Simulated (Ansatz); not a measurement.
# CdTe (zincblende): how the settings move a single-point run

Question: which choices in the input matter for CdTe (zincblende)?

Computed with Ansatz 0.2.0 (reference: DFT r2SCAN, scalar-relativistic, plane waves, PAW, unless a step's input says otherwise).

1 further run of the same task is left out (set aside as unsound or not needed).

## Step 1: The system as given

Symmetry: F-43m, No. 216, cubic system. The conventional cell has a = 6.557 Å, b = 6.557 Å, c = 6.557 Å, α = 90.00°, β = 90.00°, γ = 90.00°. Cd (site symmetry -43m) has 4 Te at 2.84 Å as nearest neighbours. Around Te (site symmetry -43m) lie 4 Cd at 2.84 Å.

Coordinates:

```
Cd Te
1.0
     0.00000    3.27872    3.27872
     3.27872    0.00000    3.27872
     3.27872    3.27872    0.00000
Cd Te
1 1
Direct
  0.00000 0.00000 0.00000
  0.25000 0.25000 0.25000
```

## Step 2: The reference run

File input.yaml:

```yaml
crystal:
  lattice:
    - [0.0, 3.2787246853, 3.2787246853]
    - [3.2787246853, 0.0, 3.2787246853]
    - [3.2787246853, 3.2787246853, 0.0]
  atoms:
    - { symbol: Cd, position: [0.0, 0.0, 0.0] }
    - { symbol: Te, position: [0.25, 0.25, 0.25] }
basis:
  ecutwfc: 500
  ecutrho_ratio: 4
kpoints:
  mp_grid: { grid: [10, 10, 10] }
hamiltonian:
  xc: r2scan
scf:
  occupations: { method: gaussian, width: 0.05 }
output:
  forces: true
  stress: true
  eigenvalues: true
```

On the command line:

```bash
> ansatz run input.yaml --threads 4 --pin off --max-ram 7168MiB --backend cpu --events-out ev --progress --plain --runs-dir out
```

## Step 3: Changed: mp_grid.grid [15, 15, 15], preconditioner local_kerker

input.yaml: that of step 2 with these lines changed.

```diff
@@ -12,3 +12,3 @@
 kpoints:
-  mp_grid: { grid: [10, 10, 10] }
+  mp_grid: { grid: [15, 15, 15] }
 hamiltonian:
@@ -17,2 +17,3 @@
   occupations: { method: gaussian, width: 0.05 }
+  mixing: { preconditioner: local_kerker }
 output:
@@ -20,2 +21 @@
   stress: true
-  eigenvalues: true
```

## Step 4: Variant: scf.algorithm direct_min, preconditioner kerker_dos

input.yaml: that of step 2 with these lines changed.

```diff
@@ -17,2 +17,4 @@
   occupations: { method: gaussian, width: 0.05 }
+  algorithm: direct_min
+  mixing: { preconditioner: kerker_dos }
 output:
@@ -20,2 +22,5 @@
   stress: true
-  eigenvalues: true
+  write_density: true
+  write_potential: true
+  elf: true
+  volumetric_format: npy
```

## Step 5: Changed: ecutrho_ratio 9, mp_grid.grid [3, 3, 3], scf.algorithm direct_min

input.yaml: that of step 2 with these lines changed.

```diff
@@ -10,5 +10,5 @@
   ecutwfc: 500
-  ecutrho_ratio: 4
+  ecutrho_ratio: 9
 kpoints:
-  mp_grid: { grid: [10, 10, 10] }
+  mp_grid: { grid: [3, 3, 3] }
 hamiltonian:
@@ -17,2 +17,3 @@
   occupations: { method: gaussian, width: 0.05 }
+  algorithm: direct_min
 output:
@@ -20,2 +21 @@
   stress: true
-  eigenvalues: true
```

## Step 6: Changed: dispersion d4, occupations.method fermi_dirac, occupations.width 0.025

input.yaml: that of step 2 with these lines changed.

```diff
@@ -15,4 +15,5 @@
   xc: r2scan
+  dispersion: d4
 scf:
-  occupations: { method: gaussian, width: 0.05 }
+  occupations: { method: fermi_dirac, width: 0.025 }
 output:
@@ -20,2 +21 @@
   stress: true
-  eigenvalues: true
```

## Step 7: Changing settings: ecutrho_ratio 9

input.yaml: that of step 2 with these lines changed.

```diff
@@ -10,3 +10,3 @@
   ecutwfc: 500
-  ecutrho_ratio: 4
+  ecutrho_ratio: 9
 kpoints:
@@ -20,2 +20 @@
   stress: true
-  eigenvalues: true
```

What does the calculation give? Wanted: for each run, ending; energy change; pressure; gap; force.

The runs gave:

| run | ending | energy change | pressure (GPa) | gap (eV) | force (eV/Å) | cycles | time |
| --- | --- | --- | --- | --- | --- | --- | --- |
| reference | converged | 0 | 0.0 | 1.17 | 0.00 | 6 | 4.4 s |
| 1: mp_grid.grid [15, 15, 15], preconditioner local_kerker | converged | 0.0 meV/atom | 0.0 | 1.17 | 0.00 | 6 | 10 s |
| 2: scf.algorithm direct_min, preconditioner kerker_dos | converged | 0.0 meV/atom | 0.0 | 1.17 | 0.00 | 4 | 9.1 s |
| 3: ecutrho_ratio 9, mp_grid.grid [3, 3, 3], scf.algorithm direct_min | converged | +107.5 meV/atom | 0.8 | 1.13 | 0.00 | 6 | 3.6 s |
| 4: dispersion d4, occupations.method fermi_dirac, occupations.width 0.025 | converged | -123.2 meV/atom (σ→0) (offset of the dispersion model) | -0.5 | 1.17 | 0.00 | 6 | 4.1 s |
| 5: ecutrho_ratio 9 | converged | 0.0 meV/atom | 0.0 | 1.17 | 0.00 | 6 | 5 s |

Times don't compare one to one where runs were asked for different outputs or read a saved state (see the inputs); cycles may leave out searches for a lower state.

Residual by cycle in the longest SCF loop of each run; runs are numbered as in the table. The quantity is the density residual dr2, in eV.

| cycle | reference | run 1 | run 2 | run 3 | run 4 | run 5 |
| --- | --- | --- | --- | --- | --- | --- |
| 1 | 0.00849 | 0.0085 | 0.00848 | 0.0121 | 0.00849 | 0.00849 |
| 2 | 0.00149 | 0.00251 | 0.00187 | 0.00108 | 0.00149 | 0.00149 |
| 3 | 3.5e-4 | 6.4e-5 | 2.0e-5 | 4.4e-5 | 3.5e-4 | 3.5e-4 |
| 4 | 5.7e-6 | 3.3e-6 | 7.1e-9 | 9.8e-7 | 5.7e-6 | 5.7e-6 |
| 5 | 2.3e-7 | 5.9e-7 | - | 6.0e-8 | 2.3e-7 | 2.3e-7 |
| 6 | 8.1e-9 | 1.5e-8 | - | 2.0e-9 | 8.1e-9 | 8.1e-9 |

What this shows: Of the converged runs whose energies compare with the reference's, «ecutrho_ratio 9, mp_grid.grid [3, 3, 3], scf.algorithm direct_min» moves the energy most (+107.5 meV/atom). The gap of the reference lacks spin-orbit coupling, though the cell holds Te.

The gaps are Kohn-Sham values of a semilocal functional, not quasiparticle or optical gaps. Such gaps usually fall short of the measured ones; spin-orbit coupling, left out here, narrows gaps with Te, so the two errors partly cancel.
